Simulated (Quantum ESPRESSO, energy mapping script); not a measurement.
# CoO: exchange couplings from total energies

How strongly do the moments of CoO couple under PBE+U (3.5 eV), QE, GBRV? The plan is to run several orders and fit a Heisenberg model.

Program: Quantum ESPRESSO 7.5. Level of theory: PBE with U = 3.5 eV on Co d, ortho-atomic projectors; plane waves, U on orthogonalised atomic orbitals unless named otherwise, collinear spin, no spin–orbit coupling. Results are calculated unless marked as measured.

This is a report of a sequence of runs, with most program output left out.

## Step 1: The starting structure

Symmetry: R-3m, No. 166, trigonal system. The conventional cell has a = 3.011 Å, b = 3.011 Å, c = 7.320 Å, α = 90.00°, β = 90.00°, γ = 120.00°. Nearest to Co lie 6 O at 2.12 Å. O has 6 Co at 2.12 Å nearest. Farther neighbours and most contacts between anions are not listed.

The cell comes from a database of computed structures, and need not be the one that the compound takes in experiment.

A Hubbard U penalises fractional filling of the shell. It raises the cost of virtual hops to the neighbours, so couplings that rest on such hops usually weaken. These runs use Quantum ESPRESSO.

## Step 2: Which atoms carry moments

One run in the crystal's own cell, under PBE with U = 2.62 eV on Co d, ortho-atomic projectors, Quantum ESPRESSO with GBRV potentials, shows which elements keep a moment. Transition or f elements with 0.3 μB or more enter the spin model; moments induced on other atoms do not.

pw.in

```
&control
  calculation = 'scf'
  prefix = 'pw'
  outdir = './tmp/'
  pseudo_dir = './pseudo/'
  verbosity = 'low'
/
&system
  ibrav = 0
  nat = 2
  ntyp = 2
  ecutwfc = 45
  ecutrho = 360
  nbnd = 21
  occupations = 'smearing'
  smearing = 'fd'
  degauss = 0.00367493
  nspin = 2
  starting_magnetization(1) = 0.1765
/
&electrons
  conv_thr = 5.0e-09
  electron_maxstep = 120
  mixing_beta = 0.3
  mixing_mode = 'plain'
/
ATOMIC_SPECIES
  Co 58.9332 Co.upf
  O 15.9990 O.upf
CELL_PARAMETERS angstrom
  1.50546954 0.86918325 2.43992691
  -1.50546954 0.86918325 2.43992691
  0.00000000 -1.73836649 2.43992691
ATOMIC_POSITIONS crystal
  Co 0.00000000 0.00000000 0.00000000
  O 0.50000000 0.50000000 0.50000000
K_POINTS automatic
  10 10 10 0 0 0
HUBBARD {ortho-atomic}
U Co-3d 2.62
```

Started as:

```bash
OMP_NUM_THREADS=1 mpirun -n 8 pw.x -nk 8 -in pw.in > pw.out
```

Run time: 12 s. Hardware: 8 MPI ranks of Arm Neoverse V1, shared host; peak memory 0.57 GiB; 92 s of CPU time.

Spin moment in the sphere by atom:

```csv
atom,spin moment in the sphere (μB)
Co1,2.60
O2,0.29
```

The run ends ferromagnetic; Co carries the moments.

## Step 3: Run 1 (parallel; cell A, 4 atoms)

Each cell gets its own parallel run on the same mesh, so that most of the mesh error cancels in the differences.

The potential files are GBRV's for PBE; pw.x takes the functional from them.

pw.in

```
&control
  calculation = 'scf'
  prefix = 'pw'
  outdir = './tmp/'
  pseudo_dir = './pseudo/'
  verbosity = 'low'
/
&system
  ibrav = 0
  nat = 4
  ntyp = 2
  ecutwfc = 45
  ecutrho = 360
  nbnd = 38
  occupations = 'smearing'
  smearing = 'fd'
  degauss = 0.00367493
  nspin = 2
  starting_magnetization(1) = 0.1765
/
&electrons
  conv_thr = 1.0e-08
  electron_maxstep = 120
  mixing_beta = 0.3
  mixing_mode = 'plain'
/
ATOMIC_SPECIES
  Co 58.9332 Co.upf
  O 15.9990 O.upf
CELL_PARAMETERS angstrom
  1.50546954 0.86918325 2.43992691
  1.50546954 -0.86918325 -2.43992691
  -1.50546954 4.34591624 -2.43992691
ATOMIC_POSITIONS crystal
  Co 0.00000000 0.50000000 0.50000000
  Co 0.00000000 0.00000000 0.00000000
  O 0.50000000 0.75000000 0.25000000
  O 0.50000000 0.25000000 0.75000000
K_POINTS automatic
  12 12 12 0 0 0
HUBBARD {ortho-atomic}
U Co-3d 3.5
```

It took 7.8 min on 8 MPI ranks; peak memory 1.6 GiB; 63 min of CPU time.

Spin moment in the sphere by atom:

```csv
atom,spin moment in the sphere (μB)
Co1,2.61
Co2,2.61
O3,0.28
O4,0.28
```

The run ends ferromagnetic.

## Step 4: Compensated +− start in cell A (4 atoms)

This order reverses 6 of the 12 neighbours at 3.00 Å, 6 of the 6 neighbours at 4.25 Å and 12 of the 24 neighbours at 5.20 Å, counted for an average magnetic atom.

Edit pw.in of step 3 so:

```diff
@@ -10,6 +10,6 @@
   nat = 4
-  ntyp = 2
+  ntyp = 3
   ecutwfc = 45
   ecutrho = 360
-  nbnd = 38
+  nbnd = 35
   occupations = 'smearing'
@@ -19,2 +19,3 @@
   starting_magnetization(1) = 0.1765
+  starting_magnetization(2) = -0.1765
 /
@@ -27,3 +28,4 @@
 ATOMIC_SPECIES
-  Co 58.9332 Co.upf
+  Co1 58.9332 Co.upf
+  Co2 58.9332 Co.upf
   O 15.9990 O.upf
@@ -34,4 +36,4 @@
 ATOMIC_POSITIONS crystal
-  Co 0.00000000 0.50000000 0.50000000
-  Co 0.00000000 0.00000000 0.00000000
+  Co1 0.00000000 0.50000000 0.50000000
+  Co2 0.00000000 0.00000000 0.00000000
   O 0.50000000 0.75000000 0.25000000
@@ -41,2 +43,3 @@
 HUBBARD {ortho-atomic}
-U Co-3d 3.5
+U Co1-3d 3.5
+U Co2-3d 3.5
```

Run time: 9 min. Hardware: 8 MPI ranks; peak memory 1.5 GiB; 72 min of CPU time.

Spin moment in the sphere by atom:

```csv
atom,spin moment in the sphere (μB)
Co1,2.55
Co2,-2.55
O3,0.00
O4,0.00
```

The run ends antiferromagnetic, 45.40 meV a magnetic atom below the parallel order of its cell, a difference that unlike orbital or electronic states can set, not exchange alone (energies taken at zero occupation width, not the printed F).

## Step 5: Parallel start in cell B (4 atoms)

The parallel order again, as the reference for this cell.

This run holds the same structure in another cell (b 2.996 → 3.011 Å, c 5.206 → 4.247 Å, α 90.3 → 90.0°, β 106.5 → 90.4°, γ 119.7 → 90.0°).

pw.in

```
&control
  calculation = 'scf'
  prefix = 'pw'
  outdir = './tmp/'
  pseudo_dir = './pseudo/'
  verbosity = 'low'
/
&system
  ibrav = 0
  nat = 4
  ntyp = 2
  ecutwfc = 45
  ecutrho = 360
  nbnd = 38
  occupations = 'smearing'
  smearing = 'fd'
  degauss = 0.00367493
  nspin = 2
  starting_magnetization(1) = 0.1765
/
&electrons
  conv_thr = 1.0e-08
  electron_maxstep = 120
  mixing_beta = 0.3
  mixing_mode = 'plain'
/
ATOMIC_SPECIES
  Co 58.9332 Co.upf
  O 15.9990 O.upf
CELL_PARAMETERS angstrom
  -1.50546954 -0.86918325 -2.43992691
  -1.50546954 2.60754974 0.00000000
  3.01093909 1.73836649 -2.43992691
ATOMIC_POSITIONS crystal
  Co 0.50000000 0.50000000 0.50000000
  Co 0.00000000 0.00000000 0.00000000
  O 0.50000000 0.50000000 0.00000000
  O 0.00000000 0.00000000 0.50000000
K_POINTS automatic
  10 10 7 0 0 0
HUBBARD {ortho-atomic}
U Co-3d 3.5
```

Wall time 3.3 min (8 MPI ranks); peak memory 1 GiB.

The run ends ferromagnetic. For each magnetic atom its energy differs from the parallel run of the first cell by -0.02 meV, an error that one common reference would have brought in.

## Step 6: Order 4: compensated +−, cell B of 4 atoms

Reversing part of the moments probes the couplings between the two sets.

Edit pw.in of step 5 so:

```diff
@@ -10,6 +10,6 @@
   nat = 4
-  ntyp = 2
+  ntyp = 3
   ecutwfc = 45
   ecutrho = 360
-  nbnd = 38
+  nbnd = 35
   occupations = 'smearing'
@@ -19,2 +19,3 @@
   starting_magnetization(1) = 0.1765
+  starting_magnetization(2) = -0.1765
 /
@@ -27,3 +28,4 @@
 ATOMIC_SPECIES
-  Co 58.9332 Co.upf
+  Co1 58.9332 Co.upf
+  Co2 58.9332 Co.upf
   O 15.9990 O.upf
@@ -34,4 +36,4 @@
 ATOMIC_POSITIONS crystal
-  Co 0.50000000 0.50000000 0.50000000
-  Co 0.00000000 0.00000000 0.00000000
+  Co1 0.50000000 0.50000000 0.50000000
+  Co2 0.00000000 0.00000000 0.00000000
   O 0.50000000 0.50000000 0.00000000
@@ -41,2 +43,3 @@
 HUBBARD {ortho-atomic}
-U Co-3d 3.5
+U Co1-3d 3.5
+U Co2-3d 3.5
```

Wall time 6.1 min (8 MPI ranks); peak memory 1 GiB.

The run stopped without converging, so none of its numbers is a property of the system.

## Step 7: Parallel start in cell C (6 atoms)

pw.in

```
&control
  calculation = 'scf'
  prefix = 'pw'
  outdir = './tmp/'
  pseudo_dir = './pseudo/'
  verbosity = 'low'
/
&system
  ibrav = 0
  nat = 6
  ntyp = 2
  ecutwfc = 45
  ecutrho = 360
  nbnd = 55
  occupations = 'smearing'
  smearing = 'fd'
  degauss = 0.00367493
  nspin = 2
  starting_magnetization(1) = 0.1765
/
&electrons
  conv_thr = 1.5e-08
  electron_maxstep = 120
  mixing_beta = 0.3
  mixing_mode = 'plain'
/
ATOMIC_SPECIES
  Co 58.9332 Co.upf
  O 15.9990 O.upf
CELL_PARAMETERS angstrom
  -3.01093909 0.00000000 0.00000000
  0.00000000 -3.47673299 -2.43992691
  1.50546954 -0.86918325 4.87985381
ATOMIC_POSITIONS crystal
  Co 0.66666667 0.66666667 0.33333333
  Co 0.00000000 0.00000000 0.00000000
  Co 0.33333333 0.33333333 0.66666667
  O 0.00000000 0.50000000 0.00000000
  O 0.33333333 0.83333333 0.66666667
  O 0.66666667 0.16666667 0.33333333
K_POINTS automatic
  10 8 10 0 0 0
HUBBARD {ortho-atomic}
U Co-3d 3.5
```

Wall time 10 min (8 MPI ranks); peak memory 1.7 GiB.

The run ends ferromagnetic. For each magnetic atom its energy differs from the parallel run of the first cell by 0.16 meV, an error that one common reference would have brought in.

## Step 8: Run 6 (uncompensated ++−; cell C, 6 atoms)

This order reverses 6.67 of the 12 neighbours at 3.00 Å, 2.67 of the 6 neighbours at 4.25 Å and 8 of the 24 neighbours at 5.20 Å, counted for an average magnetic atom.

Edit pw.in of step 7 so:

```diff
@@ -10,6 +10,6 @@
   nat = 6
-  ntyp = 2
+  ntyp = 3
   ecutwfc = 45
   ecutrho = 360
-  nbnd = 55
+  nbnd = 52
   occupations = 'smearing'
@@ -19,2 +19,3 @@
   starting_magnetization(1) = 0.1765
+  starting_magnetization(2) = -0.1765
 /
@@ -27,3 +28,4 @@
 ATOMIC_SPECIES
-  Co 58.9332 Co.upf
+  Co1 58.9332 Co.upf
+  Co2 58.9332 Co.upf
   O 15.9990 O.upf
@@ -34,5 +36,5 @@
 ATOMIC_POSITIONS crystal
-  Co 0.66666667 0.66666667 0.33333333
-  Co 0.00000000 0.00000000 0.00000000
-  Co 0.33333333 0.33333333 0.66666667
+  Co1 0.66666667 0.66666667 0.33333333
+  Co1 0.00000000 0.00000000 0.00000000
+  Co2 0.33333333 0.33333333 0.66666667
   O 0.00000000 0.50000000 0.00000000
@@ -43,2 +45,3 @@
 HUBBARD {ortho-atomic}
-U Co-3d 3.5
+U Co1-3d 3.5
+U Co2-3d 3.5
```

Wall time 5.9 min (8 MPI ranks); peak memory 1.7 GiB; 47 min of CPU time.

The run ends ferrimagnetic, 760.56 meV a magnetic atom below the parallel order of its cell, a difference that unlike orbital or electronic states can set, not exchange alone.

## Step 9: Order 7: parallel, cell D of 6 atoms

This run holds the same structure in another cell (a 3.011 → 2.996 Å, b 4.247 → 2.996 Å, c 5.180 → 7.369 Å, α 113.8 → 89.8°, β 106.9 → 89.8°, γ 90.0 → 60.3°).

pw.in

```
&control
  calculation = 'scf'
  prefix = 'pw'
  outdir = './tmp/'
  pseudo_dir = './pseudo/'
  verbosity = 'low'
/
&system
  ibrav = 0
  nat = 6
  ntyp = 2
  ecutwfc = 45
  ecutrho = 360
  nbnd = 55
  occupations = 'smearing'
  smearing = 'fd'
  degauss = 0.00367493
  nspin = 2
  starting_magnetization(1) = 0.1765
/
&electrons
  conv_thr = 1.5e-08
  electron_maxstep = 120
  mixing_beta = 0.3
  mixing_mode = 'plain'
/
ATOMIC_SPECIES
  Co 58.9332 Co.upf
  O 15.9990 O.upf
CELL_PARAMETERS angstrom
  -1.50546954 -0.86918325 -2.43992691
  1.50546954 -0.86918325 -2.43992691
  0.00000000 -6.95346598 2.43992691
ATOMIC_POSITIONS crystal
  Co 0.66666667 0.66666667 0.33333333
  Co 0.33333333 0.33333333 0.66666667
  Co 0.00000000 0.00000000 0.00000000
  O 0.00000000 0.00000000 0.50000000
  O 0.66666667 0.66666667 0.83333333
  O 0.33333333 0.33333333 0.16666667
K_POINTS automatic
  11 11 4 0 0 0
HUBBARD {ortho-atomic}
U Co-3d 3.5
```

The job ended after 8.6 min (8 MPI ranks; peak memory 1.4 GiB).

The run ends ferromagnetic. For each magnetic atom its energy differs from the parallel run of the first cell by 0.13 meV, an error that one common reference would have brought in.

## Step 10: Uncompensated ++− start in cell D (6 atoms)

This order reverses 4 of the 12 neighbours at 3.00 Å, 4 of the 6 neighbours at 4.25 Å and 12 of the 24 neighbours at 5.20 Å, counted for an average magnetic atom.

Edit pw.in of step 9 so:

```diff
@@ -10,6 +10,6 @@
   nat = 6
-  ntyp = 2
+  ntyp = 3
   ecutwfc = 45
   ecutrho = 360
-  nbnd = 55
+  nbnd = 52
   occupations = 'smearing'
@@ -19,2 +19,3 @@
   starting_magnetization(1) = 0.1765
+  starting_magnetization(2) = -0.1765
 /
@@ -27,3 +28,4 @@
 ATOMIC_SPECIES
-  Co 58.9332 Co.upf
+  Co1 58.9332 Co.upf
+  Co2 58.9332 Co.upf
   O 15.9990 O.upf
@@ -34,5 +36,5 @@
 ATOMIC_POSITIONS crystal
-  Co 0.66666667 0.66666667 0.33333333
-  Co 0.33333333 0.33333333 0.66666667
-  Co 0.00000000 0.00000000 0.00000000
+  Co1 0.66666667 0.66666667 0.33333333
+  Co1 0.33333333 0.33333333 0.66666667
+  Co2 0.00000000 0.00000000 0.00000000
   O 0.00000000 0.00000000 0.50000000
@@ -43,2 +45,3 @@
 HUBBARD {ortho-atomic}
-U Co-3d 3.5
+U Co1-3d 3.5
+U Co2-3d 3.5
```

Run time: 10 min. Hardware: 8 MPI ranks; peak memory 1.4 GiB.

The run ends ferrimagnetic, 32.80 meV a magnetic atom below the parallel order of its cell, a difference that unlike orbital or electronic states can set, not exchange alone (energies taken at zero occupation width, not the printed F).

## Step 11: Run 9 (parallel; cell E, 6 atoms)

This run holds the same structure in another cell (b 2.996 → 4.247 Å, c 7.369 → 5.206 Å, α 89.8 → 113.9°, β 89.8 → 106.5°, γ 60.3 → 90.4°).

pw.in

```
&control
  calculation = 'scf'
  prefix = 'pw'
  outdir = './tmp/'
  pseudo_dir = './pseudo/'
  verbosity = 'low'
/
&system
  ibrav = 0
  nat = 6
  ntyp = 2
  ecutwfc = 45
  ecutrho = 360
  nbnd = 55
  occupations = 'smearing'
  smearing = 'fd'
  degauss = 0.00367493
  nspin = 2
  starting_magnetization(1) = 0.1765
/
&electrons
  conv_thr = 1.5e-08
  electron_maxstep = 120
  mixing_beta = 0.3
  mixing_mode = 'plain'
/
ATOMIC_SPECIES
  Co 58.9332 Co.upf
  O 15.9990 O.upf
CELL_PARAMETERS angstrom
  -1.50546954 -0.86918325 -2.43992691
  3.01093909 1.73836649 -2.43992691
  1.50546954 -4.34591624 2.43992691
ATOMIC_POSITIONS crystal
  Co 0.66666667 0.66666667 0.33333333
  Co 0.33333333 0.33333333 0.66666667
  Co 0.00000000 0.00000000 0.00000000
  O 0.66666667 0.16666667 0.33333333
  O 0.33333333 0.83333333 0.66666667
  O 0.00000000 0.50000000 0.00000000
K_POINTS automatic
  10 10 10 0 0 0
HUBBARD {ortho-atomic}
U Co-3d 3.5
```

Elapsed: 9.8 min, on 8 MPI ranks; peak memory 1.9 GiB.

The run ends ferromagnetic. For each magnetic atom its energy differs from the parallel run of the first cell by 0.09 meV, an error that one common reference would have brought in.

## Step 12: Uncompensated ++− start in cell E (6 atoms)

Edit pw.in of step 11 so:

```diff
@@ -10,6 +10,6 @@
   nat = 6
-  ntyp = 2
+  ntyp = 3
   ecutwfc = 45
   ecutrho = 360
-  nbnd = 55
+  nbnd = 52
   occupations = 'smearing'
@@ -19,2 +19,3 @@
   starting_magnetization(1) = 0.1765
+  starting_magnetization(2) = -0.1765
 /
@@ -27,3 +28,4 @@
 ATOMIC_SPECIES
-  Co 58.9332 Co.upf
+  Co1 58.9332 Co.upf
+  Co2 58.9332 Co.upf
   O 15.9990 O.upf
@@ -34,5 +36,5 @@
 ATOMIC_POSITIONS crystal
-  Co 0.66666667 0.66666667 0.33333333
-  Co 0.33333333 0.33333333 0.66666667
-  Co 0.00000000 0.00000000 0.00000000
+  Co1 0.66666667 0.66666667 0.33333333
+  Co1 0.33333333 0.33333333 0.66666667
+  Co2 0.00000000 0.00000000 0.00000000
   O 0.66666667 0.16666667 0.33333333
@@ -43,2 +45,3 @@
 HUBBARD {ortho-atomic}
-U Co-3d 3.5
+U Co1-3d 3.5
+U Co2-3d 3.5
```

The job ended after 4 min (8 MPI ranks; peak memory 1.9 GiB).

The run was stopped unfinished when the time set aside for it ran out, so what it printed is not taken as a result.

## Step 13: The fit

Each energy difference is a sum of couplings weighted by the pairs that the order reverses. A few near shells are fitted to the differences by least squares. Energies are those extrapolated to zero occupation width, not the free energies F.

Energies from the parallel order of the same cell:

```csv
order,atoms,energy (meV a magnetic atom),moments (μB),moments kept as typed,"opposed neighbours at 3.00, 4.25, 5.20 Å"
parallel in cell A,4,0.00,2.61,yes,"0, 0, 0"
compensated +− in cell A,4,-45.40,2.55,yes,"6, 6, 12"
parallel in cell B,4,0.00,2.61,yes,"0, 0, 0"
parallel in cell C,6,0.00,2.61,yes,"0, 0, 0"
uncompensated ++− in cell C,6,-760.56,2.56 to 2.58,yes,"6.67, 2.67, 8"
parallel in cell D,6,0.00,2.61,yes,"0, 0, 0"
uncompensated ++− in cell D,6,-32.80,2.54 to 2.57,yes,"4, 4, 12"
parallel in cell E,6,0.00,2.61,yes,"0, 0, 0"
```

Couplings from the energies, with E = −Σ J e·e over ordered pairs:

```csv
pair,distance (Å),neighbours,J (meV)
Co–Co,3.00,12,-92.3
Co–Co,4.25,6,89.2
Co–Co,5.20,24,-0.317
```

## Step 14: Summary of results

```json
{
  "couplings": "not to be trusted"
}
```

**Reading.** The warning signs here (some orders are gapless and others have a gap; open shells started apart) can come from unlike orbital states, and these open shells were not started from one set of occupation matrices, so the fitted couplings are not taken as the crystal's.

[Logs and program files are shortened in this print: banners, set-up blocks, solver, clock and traceback lines can be left out without a mark of their own.]

[Logs are printed without paths, hosts, clocks, repeated set-up lines and the standing remarks that a program may print on its own settings, such as how far it seeks lower states.]

[Hosts, paths, dates, database ids (printed as entryN), source tags and the programs' standing remarks are cut or masked in the printed files.]

[Where a cell is said to come from a database of computed structures, the database is the Materials Project.]
